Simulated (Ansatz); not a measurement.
Levels of theory for SiO2 (P6_322)

All numbers come from the plane-wave code Ansatz. No spin polarisation and no zero-point or thermal motion.

The cell is SiO2 (P6_322) from a database of computed structures; cell and atoms were relaxed with r2SCAN. It is hexagonal, P6_322 (No. 182); a = 5.036 Å, c = 8.565 Å in the conventional setting, 15.67 Å³ an atom. Si has 4 O at 1.60–1.61 Å; O has 2 Si at 1.61 Å; O has 2 Si at 1.60 Å.

```xyz
12
Lattice="5.0355 0.0000 0.0000 -2.5178 4.3609 0.0000 0.0000 0.0000 8.5652" Properties=species:S:1:pos:R:3 pbc="T T T"
Si    2.5178    1.4536    8.0259
Si    2.5178    1.4536    4.8219
Si    0.0000    2.9073    0.5393
Si    0.0000    2.9073    3.7433
O    -1.0403    1.8019    0.0000
O     1.0403    1.8019    4.2826
O     2.9549    0.0000    4.2826
O     1.4775    2.5591    0.0000
O    -1.4775    2.5591    4.2826
O     2.5178    1.4536    6.4239
O     0.0000    2.9073    2.1413
O     2.0806    0.0000    0.0000
```

On this one geometry the levels give:
```json
{"level": "PBE", "k mesh": "6×6×4", "gap (eV)": "5.58", "kind": "indirect", "edges": "Γ–A (0.40) → Γ", "least direct gap (eV)": "5.63"}
{"level": "r2SCAN", "k mesh": "6×6×4", "gap (eV)": "6.17", "kind": "indirect", "edges": "Γ–A (0.38) → Γ", "least direct gap (eV)": "6.22"}
{"level": "HSE06", "k mesh": "6×6×2", "gap (eV)": "7.32", "kind": "indirect", "edges": "Γ–A (0.38) → Γ", "least direct gap (eV)": "7.37"}
{"level": "PBE0", "k mesh": "6×6×2", "gap (eV)": "8.08", "kind": "indirect", "edges": "Γ–A (0.38) → Γ", "least direct gap (eV)": "8.13"}
```
PBE: smearing of 0.02 eV; the others have fixed occupations.
Wave cutoffs: 420 eV, 500 eV (r2SCAN).
Points off the special ones are mesh points or PBE's searched band edges, reused at the other levels.

HSE06 gives an indirect gap of 7.32 eV, from Γ–A (0.38 of the way from Γ) to Γ; the least direct gap is 7.37 eV at Γ–A (0.10 of the way from Γ).

r2SCAN covers 34 % of the step from PBE to HSE06. Among these functionals the gap stays indirect.

On the PBEsol cell (a = 5.063 Å, c = 8.594 Å), with PBEsol: 2 optical levels at Γ are imaginary (17i, 12i cm⁻¹, printed negative): the cell isn't a minimum and would distort. The electronic dielectric tensor ε∞ is 2.17 along x and y, 2.19 along z. Born charges, averaged over directions: Si +3.38, O -1.75 to -1.67 e. The program notes that the ground state's band table doesn't vouch for all the bands that the response reads.

The meshes of the hybrids are coarse, so their gaps aren't converged to the digits shown.
